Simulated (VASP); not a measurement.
Write the native input for VASP 6.6.1 that does the following.

| Item | Value |
| --- | --- |
| Task | single point |
| Functional | PBE |
| Potentials or basis | VASP PAW PBE potentials, release 64 (Lu) |
| Cutoff | 520 eV |
| k mesh | 9 × 9 × 5 |
| Occupations | fermi-dirac, width 0.05 eV |
| Spin | no spin polarisation |
| Further INCAR settings | ALGO = Normal; EDIFF = 1e-07; NBANDS = 32 |

The structure of Lu lies in POSCAR:

```
Lu
1.0
    3.5031000000      0.0000000000      0.0000000000
   -1.7515500000      3.0337735920      0.0000000000
    0.0000000000      0.0000000000      5.5509000000
Lu
2
Direct
    0.6666666667      0.3333333333      0.7500000000
    0.3333333333      0.6666666667      0.2500000000
```

The input as run:

INCAR

```
ALGO     = Normal         # electronic algorithm
EDIFF    = 1E-7           # SCF threshold, eV
ENCUT    = 520            # plane-wave cutoff, eV
GGA      = PE             # functional
ISIF     = 2              # what is computed and relaxed
ISMEAR   = -1             # smearing method
LASPH    = True           # aspherical terms in the spheres
LCHARG   = False          # write CHGCAR
LREAL    = False          # projectors in reciprocal space
LWAVE    = False          # write WAVECAR
NBANDS   = 32             # bands
NELM     = 80             # most SCF steps
PREC     = Accurate       # precision mode
SIGMA    = 0.05           # smearing width, eV
```

KPOINTS

```
k-points
0
Gamma
  9 9 5
```

Potentials or basis: VASP PAW PBE potentials, release 64 (Lu).

The run is started by

```bash
$ cat potpaw_PBE.64/Lu/POTCAR > POTCAR
$ mpirun -np 1 vasp_std > vasp.out
```

Results of the run:

| Quantity | Value |
| --- | --- |
| Pressure | -0.4 GPa |
| Band gap on the k mesh | none (metal or under the smearing width) |

Run time: 52 s on 1 thread of AMD EPYC 9R45 (Zen 5), on a shared host, peak memory 0.18 GiB.
